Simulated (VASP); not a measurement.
Set up this calculation in VASP 6.6.1, as the native input.

| Item | Value |
| --- | --- |
| Task | single point |
| Functional | PBEsol |
| Potentials or basis | VASP PAW PBE potentials, release 64 (Ta_pv) |
| Cutoff | 700 eV |
| k mesh | 18 × 18 × 18 |
| Occupations | gaussian, width 0.1 eV |
| Spin | no spin polarisation |
| Further INCAR settings | ALGO = Normal; EDIFF = 1e-06 |

The structure of Ta lies in POSCAR:

```
Ta
1.0
    0.0000000000      2.0883400000      2.0883400000
    2.0883400000      0.0000000000      2.0883400000
    2.0883400000      2.0883400000      0.0000000000
Ta
1
Direct
    0.0000000000      0.0000000000      0.0000000000
```

This isn't the form of Ta at room conditions, which is bcc.

The input as run:

INCAR

```
SYSTEM = Ta
PREC = Accurate
ENCUT = 700
EDIFF = 1E-6
ISMEAR = 0
SIGMA = 0.1
LREAL = .FALSE.
LASPH = .TRUE.
NELM = 80
ALGO = Normal
ISIF = 2
LWAVE = .FALSE.
LCHARG = .FALSE.
GGA = PS
```

KPOINTS

```
Automatic mesh
0
G
  18 18 18
  0 0 0
```

Potentials or basis: VASP PAW PBE potentials, release 64 (Ta_pv).

Command:

```console
$ cat potpaw_PBE.64/Ta_pv/POTCAR > POTCAR
$ mpirun -np 1 vasp_std > vasp.out
```

Results of the run:

```yaml
Pressure: 0.0 GPa
Band_gap_on_the_k_mesh: none (metal or under the smearing width)
```

Caveat: the PAW data sets were made with another functional, which shifts forces and pressure a little.

Run time: 20 s on 1 thread of Intel(R) Xeon(R) 6975P-C (Granite Rapids), with other jobs on the host, peak memory 0.2 GiB.
